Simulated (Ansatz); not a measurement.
**NbTe2 monolayer (2H): phonons and vibrational spectra**

The cell of NbTe2 monolayer (2H) is at rest. What are its phonons? After the zone centre comes a 4×4×1 q mesh on a 20×20×1 k mesh.

Program: Ansatz 0.2.0. Level of theory: DFT PBE, scalar-relativistic, plane waves, PAW. Results are calculated unless marked as measured.

**1. Starting point**

The cell holds 3 atoms: 1 Nb and 2 Te. Its edges and angles: a = 3.694 Å, b = 3.694 Å, c = 31.000 Å, α = 90.0°, β = 90.0°, γ = 120.0°. Vacuum lies along c.

**2. Linear response at the zone centre**

The cell comes from relaxations at this level that are not shown. The zone centre comes first: it holds the modes that light can see, as far as symmetry allows. No field response is asked, since the mesh shows no gap.

Contents of input.yaml:

```yaml
crystal:
  lattice:
    - [3.6941741295, 0.0, 0.0]
    - [-1.8470870647, 3.1992486421, 0.0]
    - [0.0, 0.0, 31.0]
  atoms:
    - { symbol: Nb, position: [0.3333333333, 0.6666666667, 0.3225806452] }
    - { symbol: Te, position: [0.6666666667, 0.3333333333, 0.3819730431] }
    - { symbol: Te, position: [0.6666666667, 0.3333333333, 0.2631882473] }
  periodic: [true, true, false]
kpoints:
  mp_grid: { grid: [18, 18, 1] }
hamiltonian:
  xc: pbe
scf:
  occupations: { method: methfessel_paxton, width: 0.15 }
output:
  eigenvalues: true
phonons:
  method: dfpt
```

Run with:

```bash
> ansatz run input.yaml --threads 8 --pin off --max-ram 14336MiB --backend cpu --events-out ev --progress --plain --runs-dir out
```

Numbers of over 12 decimals in the logs are rounded to 6 here.

The log of the run:

```text
Warning: crystal.symmetry: narrowed to the stabiliser of the run's FFT grids — unitary ops 12 → 6. A phonons.method: dfpt run fills in the rows of the dynamical matrix that it does not solve by its symmetry operations, which is exact only for operations that map its FFT grids onto themselves: filled in by any other, the frequencies could depend on the order in which like atoms are typed, or, by more than the grids' own error, on where the crystal sits among the grids' points. Excluded: 6 operations. The run can therefore solve more perturbations, solve them on more k-points, or both, and cost more. [rest of the remark cut]
Engine: ansatz 0.2.0, aarch64-unknown-linux-gnu
Pseudopotentials: kind: paw
Pseudopotential: Nb, paw, valence charge 13, recommended cutoff 420 eV (normal), Nb.paw.azcp
Pseudopotential: Te, paw, valence charge 16, recommended cutoff 420 eV (normal), Te.paw.azcp
Functional definition: PBE
  parameter kappa = 0.804
  parameter beta = 0.066725
  exchange = pbe_x(kappa = kappa, mu = beta*pi^2/3)
  correlation = pbe_c(beta = beta)
Crystal: 3 atoms, lattice volume = 366.376 Å³
Basis set: ecut = 420 eV, 7195 PW (Γ), exchange–correlation on 50×50×432 points (8 copies of the dense FFT grid, shifted against one another)
Bands: 27, of which v1, the nominal top of the filled ones, is band 23 counted from 1 (22 counted from 0)
Symmetry: 12 space group operations
k-points: 91 of 324 (irreducible under 2 space group operations, time reversal used)
Non-local potential: Nb, projectors of the file, l = 0: 3, l = 1: 2, l = 2: 2, l = 3: 1
Non-local potential: Te, projectors of the file, l = 0: 2, l = 1: 2, l = 2: 2, l = 3: 2
PAW form: soft (Blöchl's): semilocal exchange-correlation on the pseudo side does not see the compensation charge
PAW one-centre angular grid: Nb, 590 points (default); XC on 64 Gauss nodes
PAW one-centre angular grid: Te, 590 points (default); XC on 64 Gauss nodes
Initial density: superposition of atomic densities (neutral atoms: chi_scale 0, normalization atom), corrected by the library's trained network
Initial wavefunctions: pseudopotential atomic-orbital guess
Functional: x = pbe(κ = 0.804, μ = 0.219515), c = pbe(β = 0.066725)
SCF iter   1: F=—  HF=-18513.478120 eV  |F-HF|=—  |Δ(HF+E_count)|=         —  Δρ=2.61e-3  dr2=9.54e-2  ethr=1.77e-3  ⟨swp⟩=13.0  Hψ=16857  notcnv=0
preconditioner: auto → LDOS  [metal: Δε(μ)=0.034 eV  Ē_g=6.634 eV  σ=0.150 eV  W_gap=0.19  n_scr=18 (ndim 8)  ℏωp=8.0 eV  f_vac=0.751  D(μ)=3.91/eV (n_scr^D=12)  β→1.0]
SCF iter   2: F=—  HF=-18513.475947 eV  |F-HF|=—  |Δ(HF+E_count)|=   2.17e-3  S|Δr|=    0.00e0  Δρ=1.36e-3  dr2=6.08e-3  ethr=2.12e-4  ⟨swp⟩=3.3  Hψ=4868  notcnv=0
SCF iter   3: F=—  HF=-18513.475856 eV  |F-HF|=—  |Δ(HF+E_count)|=   9.14e-5  S|Δr|=    0.00e0  Δρ=5.62e-4  dr2=2.96e-3  ethr=1.35e-5  ⟨swp⟩=3.1  Hψ=4968  notcnv=0
SCF iter   4: F=—  HF=-18513.475519 eV  |F-HF|=—  |Δ(HF+E_count)|=   3.37e-4  S|Δr|=    0.00e0  Δρ=2.00e-4  dr2=2.96e-4  ethr=6.59e-6  ⟨swp⟩=3.1  Hψ=5004  notcnv=0
SCF iter   5: F=—  HF=-18513.475481 eV  |F-HF|=—  |Δ(HF+E_count)|=   3.74e-5  S|Δr|=    0.00e0  Δρ=4.51e-5  dr2=1.87e-5  ethr=6.59e-7  ⟨swp⟩=3.4  Hψ=5063  notcnv=0
SCF iter   6: F=—  HF=-18513.475489 eV  |F-HF|=—  |Δ(HF+E_count)|=   7.72e-6  S|Δr|=    0.00e0  Δρ=1.02e-5  dr2=2.75e-7  ethr=4.15e-8  ⟨swp⟩=3.3  Hψ=4064  notcnv=0
SCF iter   7: F=—  HF=-18513.475572 eV  |F-HF|=—  |Δ(HF+E_count)|=   8.32e-5  S|Δr|=    0.00e0  Δρ=1.72e-6  dr2=7.86e-9  ethr=6.10e-10  ⟨swp⟩=3.8  Hψ=5596  notcnv=0
SCF iter   8: F=—  HF=-18513.475572 eV  |F-HF|=—  |Δ(HF+E_count)|=   8.57e-8  S|Δr|=    0.00e0  Δρ=3.29e-7  dr2=4.31e-10  ethr=1.75e-11  ⟨swp⟩=3.6  Hψ=5739  notcnv=0
SCF iter   9: F=—  HF=-18513.475572 eV  |F-HF|=—  |Δ(HF+E_count)|=   2.36e-9  S|Δr|=    0.00e0  Δρ=7.53e-8  dr2=3.01e-11  ethr=1.00e-12  ⟨swp⟩=3.0  Hψ=5624  notcnv=0
SCF iter  10: F=-18513.475572 eV  HF=-18513.475572 eV  |F-HF|=9.09e-11  |Δ(HF+E_count)|=  2.95e-10  S|Δr|=    0.00e0  Δρ=1.88e-8  dr2=1.07e-12  ethr=1.00e-12  ⟨swp⟩=13.9  Hψ=17051  notcnv=0
SCF 1 converged in 10 iterations: F = -18513.475572 eV  dr2 = 1.07e-12
  greatest PAW one-centre occupation: 0.998 electrons in one spin orbital (limit 2), on the Nb atom at site 0 (counted from 0), in its partial waves of l = 0
DFPT response loops at Γ: preconditioner auto → none (partly filled bands, converged f_vac=0.748); β = 0.50; Broyden in place of MSR1
SCF converged after 10 iterations
Stability not checked: this state was not tested for a lower state beside it, because cold or Methfessel-Paxton smearing, or corrected tetrahedra, fill the levels in a way that the test cannot read (fill_not_monotonic; see scf.lower_state_search)
Free energy (F): -18513.475572 eV
Harris-Foulkes:  -18513.475572 eV  (|F-HF|=9.09e-11)
Internal energy: -18513.471672 eV  (E = F + TS)
E sigma→0 (E₀):  -18513.474597 eV
Entropy (-TS):   -0.003900 eV (-1.300 meV/atom)
Fermi energy:    -5.014292 eV
--- Per-component energies (eV) ---
  E_band       = -1316.238411
  E_kinetic    = 753.703707
  E_local      = -94170.219818  (includes V_loc(G=0)·N_el)
  E_nonlocal   = -500.172896
  E_hartree    = 46944.377692
  E_xc         = -423.309820
  E_vxc        = -420.161286  (∫ρ·V_xc dr)
  E_paw        = -12398.659367  (= ΣΔE_a)
  E_vpaw       = -868.143118  (= ΣTr[D̂ρ^β])
  E_aug_tail   = -0.000344  (compensation charges beyond the density's cutoff)
  E_ewald      = 41280.809175
  E_smearing   = -0.003900  (= −TS)
  E_closure    = 0.000000  (closes the sum)
  Σ components = -18513.475572   (vs F -18513.475572, Δ=0.00e0)
--- Band table (eV; the first three rows and the last of 91) ---
  k-point 0: bands = [... 19 lower, -6.3088, -5.4730, -5.4730, -4.7627, -2.0738, -2.0738, -1.8203, -1.8203]
  k-point 1: bands = [... 19 lower, -6.2791, -5.5360, -5.4706, -4.7717, -2.2076, -2.0324, -2.0181, -1.8904]
  k-point 2: bands = [... 19 lower, -6.1931, -5.7049, -5.5112, -4.8117, -2.4576, -2.4419, -2.0753, -1.8730]
  k-point 90: bands = [... 19 lower, -7.3868, -7.1965, -6.1325, -4.8737, -3.0388, -2.6796, -2.3687, -1.0723]
--- Phonons (Γ-DFPT): 6 representative perturbations + reference, on 91 of 324 k-points (Σ response iterations 32) ---
  ASR residual: 1.032e-4 → 0.000e0 eV/Å²; symmetrization residual: 4.893e-5 eV/Å²
  The last average, over the group as it would stand without the narrowing to the FFT grids, took up to 1.205e-5 eV/Å² of the zone centre's force constants
  ASR residual per site (eV/Å²): 1.03e-4 4.27e-5 1.81e-5
  Γ frequencies (cm⁻¹): 0.00 0.00 0.00 90.56 90.56 155.55 199.74 199.74 241.25
  non-analytic LO–TO correction: not included (Born effective charges unavailable; polar crystals: no LO–TO splitting at Γ)
```

Wall time 98 s (8 threads of Arm Neoverse V2, shared host); peak memory 3.1 GiB.

Reading the cycles: dr2 is the Hartree energy of the density residual (eV), the measure of convergence; HF is the Harris–Foulkes estimate of the energy, which meets the free energy F at convergence.

This step gave:

| Item | Value |
| --- | --- |
| gap on the k-mesh | 0 eV |
| sum-rule residual before enforcement | 1.03e-4 eV/Å² |
| point group | -6m2 |
| area per atom | 3.94 Å² |
| highest optical mode at the zone centre (no LO-TO term) | 241.2 cm⁻¹ |
| lowest optical zone-centre mode | 90.56 cm⁻¹ |

Patterns of degenerate modes are one choice out of their space. The modes at Γ (shares of kinetic energy by element, %):

```tsv
mode	frequency (cm⁻¹)	symmetry	Nb %	Te %
1	0.0	acoustic	27	73
2	0.0	acoustic	27	73
3	0.0	acoustic	27	73
4	90.6	E''	0	100
5	90.6	E''	0	100
6	155.6	A1'	0	100
7	199.7	E'	73	27
8	199.7	E'	73	27
9	241.2	A2''	73	27
```

Displacements in mode 4 (90.6 cm⁻¹), the largest set to 1:
```
Nb1  0.00  0.00  0.00
Te2  0.19  1.00  0.00
Te3 -0.19 -1.00  0.00
```

Displacements in mode 9 (241.2 cm⁻¹), the largest set to 1:
```
Nb1  0.00  0.00  1.00
Te2  0.00  0.00 -0.36
Te3  0.00  0.00 -0.36
```

Before it was imposed, the acoustic sum rule was missed by 1.0e-4 eV/Å². Small misses are needed for a sound result but don't prove that mesh and cutoff are converged. The lowest optical mode is real, 90.6 cm⁻¹.

**3. Response at finite wavevector**

Stability and thermal properties need the whole zone. Linear response on a 4×4×1 q mesh gives force constants as far as a supercell of that size would.

input.yaml, as its differences from that of step 2:

```diff
@@ -11,3 +11,3 @@
 kpoints:
-  mp_grid: { grid: [18, 18, 1] }
+  mp_grid: { grid: [20, 20, 1] }
 hamiltonian:
@@ -20 +20,10 @@
   method: dfpt
+  qmesh: [4, 4, 1]
+  temperatures: { t_max: 1000, t_step: 50 }
+  qpath:
+    path:
+      - [0.0, 0.0, 0.0]
+      - [0.5, 0.0, 0.0]
+      - [0.33333333, 0.33333333, 0.0]
+      - [0.0, 0.0, 0.0]
+    npoints: 10
```

The log of the run:

```text
[...]
Crystal: 3 atoms, lattice volume = 366.376 Å³
Basis set: ecut = 420 eV, 7195 PW (Γ), exchange–correlation on 50×50×432 points (8 copies of the dense FFT grid, shifted against one another)
Bands: 27, of which v1, the nominal top of the filled ones, is band 23 counted from 1 (22 counted from 0)
Symmetry: 12 space group operations
k-points: 44 of 400 (irreducible under 6 space group operations, time reversal used)
[...]
SCF iter   1: F=—  HF=-18513.477978 eV  |F-HF|=—  |Δ(HF+E_count)|=         —  Δρ=2.60e-3  dr2=9.45e-2  ethr=1.77e-3  ⟨swp⟩=13.1  Hψ=8154  notcnv=0
[...]
SCF iter  10: F=-18513.475605 eV  HF=-18513.475605 eV  |F-HF|=1.02e-10  |Δ(HF+E_count)|=  4.07e-10  S|Δr|=    0.00e0  Δρ=2.59e-8  dr2=3.35e-12  ethr=1.00e-12  ⟨swp⟩=14.5  Hψ=8549  notcnv=0
SCF 1 converged in 10 iterations: F = -18513.475605 eV  dr2 = 3.35e-12
[...]
phonons: the bands overlap, so this run is a metal and interpolates without the dipole-dipole term. If the crystal is really an insulator or semiconductor, its LO-TO splitting is missing
NSCF: frozen V_eff on 44 k-points
[...]
DFPT response loops at q = (0, 0, 0) (fractional): preconditioner auto → none (partly filled bands, converged f_vac=0.748); β = 0.50; Broyden in place of MSR1
[...]
SCF converged after 10 iterations
[...]
Free energy (F): -18513.475605 eV
[...]
Internal energy: -18513.471789 eV  (E = F + TS)
E sigma→0 (E₀):  -18513.474651 eV
Entropy (-TS):   -0.003816 eV (-1.272 meV/atom)
Fermi energy:    -5.014232 eV
[...]
--- Band table (eV; the first three rows and the last of 44) ---
  k-point 0: bands = [... 19 lower, -6.3088, -5.4730, -5.4730, -4.7627, -2.0738, -2.0738, -1.8203, -1.8203]
  k-point 1: bands = [... 19 lower, -6.2847, -5.5243, -5.4703, -4.7698, -2.1846, -2.0283, -1.9967, -1.8774]
  k-point 2: bands = [... 19 lower, -6.2144, -5.6646, -5.4957, -4.7998, -2.4110, -2.3583, -2.0317, -1.9069]
  k-point 43: bands = [... 19 lower, -7.6715, -7.4838, -6.3752, -4.5386, -3.3743, -2.4790, -2.0746, -0.8023]
--- Phonons (Γ-DFPT): 6 representative perturbations + reference (Σ response iterations 29) ---
  ASR residual: 8.136e-5 → 0.000e0 eV/Å²; symmetrization residual: 4.188e-5 eV/Å²
[...]
ASR residual per site (eV/Å²): 8.14e-5 3.70e-5 3.29e-5
  Γ frequencies (cm⁻¹): 0.00 0.00 0.00 90.56 90.56 155.58 199.82 199.82 241.26
--- Phonons (arbitrary-q DFPT): 4 irreducible q on the 4×4×1 mesh ---
  q = [0.0000, 0.0000, 0.0000] (star 1, of the zone-centre solve; hermiticity 5.75e-6, symmetrization 5.26e-11, taken by the last average 8.89e-7): -0.00 0.00 0.00 90.56 90.56 155.58 199.82 199.82 241.26
  q = [0.0000, 0.2500, 0.0000] (star 6, 9 solved perturbations on 210 of 400 k-point pairs; hermiticity 6.35e-6, symmetrization 1.75e-9, taken by the last average 1.03e-6): -79.33 35.98 38.39 103.64 116.58 124.43 145.65 172.32 221.09
[...]
q = [0.2500, 0.2500, 0.0000] (star 6, 6 solved perturbations in 1830 linear systems a pass and spin channel, the states on 400 of 400 k-point pairs; hermiticity 3.38e-6, symmetrization 1.64e-9, taken by the last average 1.40e-6): 40.10 71.25 75.26 121.09 130.10 130.10 141.28 187.77 201.11
  sum rule: each row above includes the acoustic sum rule's correction from the zone centre's row sums; it moved no ω² by more than (0.49 cm⁻¹)²
  mesh force constants: q→R imaginary residual 2.93e-18; ASR residual 8.136e-5 → 0.000e0 eV/Å²; symmetrization residual 7.105e-15 eV/Å²
  interpolated dispersion: 31 rows × 9 modes
  density of states and harmonic sums: on the 20×20×1 q-mesh, interpolated from the force constants of a 4×4×1 supercell (no non-analytic term)
  largest difference from the sums on the solved wave vectors: F 2.02e-2 eV, S 2.15e-5 and C_V 1.29e-6 eV/K
  zero-point energy: 0.063703 eV/cell   skipped modes (ω ≤ 0): 34, of them read as no rigid motion or as one in doubt: 31 (7.275e-1 modes/cell left out, lowest -85.27 cm⁻¹)   left out of the sums: 8.17e-2 of the cell's modes: C_V's classical limit lies that fraction below 3 k_B per atom; for a crystal, a wire or a layer, F and S can be off by more, and a phonons.interpolated_qmesh denser along its periods is the remedy for the sampling
```

Elapsed: 14 min, on 8 threads; peak memory 7.6 GiB; 1.8 h of CPU time.

Numbers from this step:

| Quantity | Value |
| --- | --- |
| sum-rule residual before enforcement | 8.14e-5 eV/Å² |
| lowest frequency on the path | -85.27 cm⁻¹ |
| highest frequency on the path or at a solved wavevector | 241.3 cm⁻¹ |
| highest optical mode at the zone centre (no LO-TO term) | 241.3 cm⁻¹ |
| lowest mode on the q mesh (acoustic modes at Γ apart) | -79.33 cm⁻¹ |

Frequencies (cm⁻¹) solved at each irreducible wavevector; negative means imaginary. Frequencies by wavevector, by row:

```tsv
q in reciprocal lattice units	star	mode 1	mode 2	mode 3	mode 4	mode 5	mode 6	mode 7	mode 8	mode 9
0 0 0	1	0	0	0	90.6	90.6	155.6	199.8	199.8	241.3
0 0.25 0	6	-79.3	36	38.4	103.6	116.6	124.4	145.7	172.3	221.1
0 -0.5 0	3	-34	71.9	76.5	109.9	130.5	138	142.5	182.1	200.8
0.25 0.25 0	6	40.1	71.2	75.3	121.1	130.1	130.1	141.3	187.8	201.1
```

Interpolated from a 4×4×1 q mesh. The phonon branches at the labelled points (cm⁻¹):

```tsv
point	branch 1	branch 2	branch 3	branch 4	branch 5	branch 6	branch 7	branch 8	branch 9
Γ	0	0	0	91	91	156	200	200	241
halfway	-79	36	38	104	117	124	146	172	221
M	-34	72	76	110	130	138	142	182	201
halfway	55	77	80	121	129	135	144	188	202
K	82	83	96	122	132	135	146	173	219
halfway	-76	37	45	109	120	123	136	179	214
Γ	0	0	0	91	91	156	200	200	241
```

The phonon branches as a text plot (rows in cm⁻¹):

```
    234 |*******                                         ********
    221 |       ******                *******         ***
    207 |             ********     ***       **   ****
    194 |*****                ******           ***           ****
    180 |   ******    **********    *****  ****   ***********
    166 |     **  ****                   **              **
    153 |***    **                                           ****
    139 |   ****  ***************************************  **
    126 |       *******************************************
    112 |       *******************               *********
     98 | **********                  *******         **********
     85 |***                       ************                 *
     71 |               **************     *******
     58 |             ****         *         **   **
     44 |         ****            *               ****
     30 |     ******            **                  *******
     17 |   ****                                         *******
      3 |*****                                             ******
    -10 |                                                  **
    -24 |                     **               ***
    -38 |     **          ****                           **
    -51 |
    -65 |       **      **                        **  ***
    -78 |         ******                            **
         Γ                   M           K                      Γ
```

Tetrahedra on a 20×20×1 mesh, mean over bins of 5 cm-1. Interpolated from a 4×4×1 q mesh. Phonon density of states against wavenumber; read off at these points:

```tsv
wavenumber (cm⁻¹)	phonon density of states (1/cm⁻¹/cell)
-88	6.0e-5
-72	0.0164
-58	0.00873
-42	0.0074
-22	0.0041
-8	0.00338
8	0.0124
22	0.0148
38	0.0264
52	0.0262
68	0.0416
72	0.0596
88	0.00795
102	0.0300
112	0.0591
118	0.0452
128	0.136
132	0.107
148	0.0168
162	0.00417
178	0.0653
198	0.0481
212	0.0235
228	0.0114
242	0.00208
```

The partial phonon density of states has structure finer than the step of the table below, so its rows give means over 10 cm⁻¹, whole bins alone (the curve runs from -95.3 to 258 cm⁻¹). Peaks (cm⁻¹: height): Nb -77.5: 0.0153, -61.9: 0.0132, 56.0: 0.0139, 73.8: 0.0195, 138.3: 0.0298, 182.8: 0.0281, 202.9: 0.0292; Te 73.8: 0.0383, 129.4: 0.128, 178.4: 0.0322.

Phonopy on the run's constants, 17x17x1 mesh, Gaussian sigma 2.5 cm-1. Interpolated from a 4×4×1 q mesh. Partial phonon density of states against wavenumber; means over each step; values in 1/cm⁻¹/cell:

```tsv
wavenumber (cm⁻¹)	Nb	Te
-90	0.00121	5.6e-4
-80	0.0116	0.00561
-70	0.00645	0.00341
-60	0.0101	0.00591
-50	0.00149	0.00108
-40	0.00456	0.00378
-30	0.00389	0.00316
-20	0.00354	0.00265
-10	0.00245	0.00273
0	0.00134	0.00325
10	0.00234	0.00629
20	0.00323	0.00823
30	0.00962	0.0164
40	0.00880	0.0145
50	0.0111	0.0164
60	0.0110	0.0187
70	0.0175	0.0335
80	0.0115	0.0237
90	0.00195	0.0140
100	3.4e-4	0.0279
110	2.0e-4	0.0519
120	0.00168	0.0686
130	0.0119	0.110
140	0.0247	0.0620
150	0.00730	0.0121
160	0.00165	0.00148
170	0.00928	0.0115
180	0.0259	0.0279
190	0.0239	0.0149
200	0.0269	0.0123
210	0.0184	0.00709
220	0.0117	0.00417
230	0.00814	0.00296
240	0.00458	0.00167
250	7.7e-5	2.7e-5
```

Symmetry leaves 4 wavevectors to solve. The lowest mode among them, the acoustic zeros apart, lies at q = (0, 0.25, 0) and is imaginary, 79.3i cm⁻¹, so the energy falls along it. Between them the interpolated path dips to 85i cm⁻¹.

**4. Isotope substitution**

An isotope changes the mass and not the force constants, so no new electronic calculation is needed; the shifts show which modes move this element.

The same force constants with the mass of Te changed from 127.600 to 129.906 u (phonopy, no LO-TO term). Both lists are sorted by frequency; levels can cross, so a row need not hold one and the same mode. Modes under 3 cm⁻¹ are left out. Isotope shifts, by row:

```tsv
q	rank	natural mass (cm⁻¹)	changed mass (cm⁻¹)
0 0 0	4	90.56	89.75
0 0 0	5	90.56	89.75
0 0 0	6	155.6	154.2
0 0 0	7	199.8	199.3
0 0 0	8	199.8	199.3
0 0 0	9	241.3	240.7
0 0.25 0	1	-79.33	-79.1
0 0.25 0	2	35.98	35.78
0 0.25 0	3	38.39	38.13
0 0.25 0	4	103.6	102.7
0 0.25 0	5	116.6	115.5
0 0.25 0	6	124.4	123.3
0 0.25 0	7	145.7	145.2
0 0.25 0	8	172.3	171.2
0 0.25 0	9	221.1	220.6
0 -0.5 0	1	-33.99	-33.85
0 -0.5 0	2	71.89	71.46
0 -0.5 0	3	76.51	76.04
0 -0.5 0	4	109.9	108.9
0 -0.5 0	5	130.5	129.3
0 -0.5 0	6	138	137.6
0 -0.5 0	7	142.5	141.2
0 -0.5 0	8	182.1	181.2
0 -0.5 0	9	200.8	200.2
0.25 0.25 0	1	40.1	39.96
0.25 0.25 0	2	71.25	70.8
0.25 0.25 0	3	75.26	74.82
0.25 0.25 0	4	121.1	120
0.25 0.25 0	5	130.1	128.9
0.25 0.25 0	6	130.1	129.1
0.25 0.25 0	7	141.3	140.4
0.25 0.25 0	8	187.8	187.3
0.25 0.25 0	9	201.1	200.5
```

A mode of this element alone would shift by -0.89 %. The highest zone-centre frequency without the field goes from 241.3 to 240.7 cm⁻¹ (-0.2 %). The product of the frequency ratios over all optical modes at Γ is 0.966; the product rule, (m/m′)^(3k/2) (M′/M)^(3/2) with k = 2 such atoms and M the mass of the cell, gives 0.967.

**5. Outcome**

- space group (within 0.01 Å): P-6m2
- area per atom: 3.94 Å²
- electronic character: no gap on this mesh
- highest optical mode at the zone centre (no LO-TO term): 241 cm⁻¹
- lowest optical zone-centre mode: 90.6 cm⁻¹
- lowest mode on the q mesh (acoustic modes at Γ apart): -79.3 cm⁻¹
- highest frequency on the path or at a solved wavevector: 241 cm⁻¹
- imaginary modes on the 4×4×1 q mesh: yes

What this shows: Modes are clearly imaginary (beyond 10i cm⁻¹) at 2 of the 4 irreducible wavevectors, most at q = (0, 0.25, 0) (79.3i cm⁻¹), so this structure is not a minimum of the energy. The optical modes at Γ span 91 to 241 cm⁻¹. The highest mode in this list at Γ, 241.2 cm⁻¹, is mostly motion of Nb (73 % of the kinetic energy). With no gap, or one that is small against the smearing, the frequencies hang on the k mesh and the smearing, most of all near Kohn anomalies. The phonon runs are without spin polarisation, although the cell has an odd electron count. In a sheet or slab the interpolated bending branch near Γ is rough, since the rotational sum rule isn't imposed. Spin-orbit coupling is left out, which can matter for the heavy elements here. The starting cell was built on a prototype and not taken from a measurement. These are harmonic frequencies at zero temperature: anharmonic shifts, linewidths and thermal expansion are left out.

[Logs are printed without paths, hosts, clocks, repeated set-up lines and the standing remarks that a program may print on its own settings, such as how far it seeks lower states.]

[Hosts, paths, dates, database ids (printed as entryN), source tags and the programs' standing remarks are cut or masked in the printed files.]
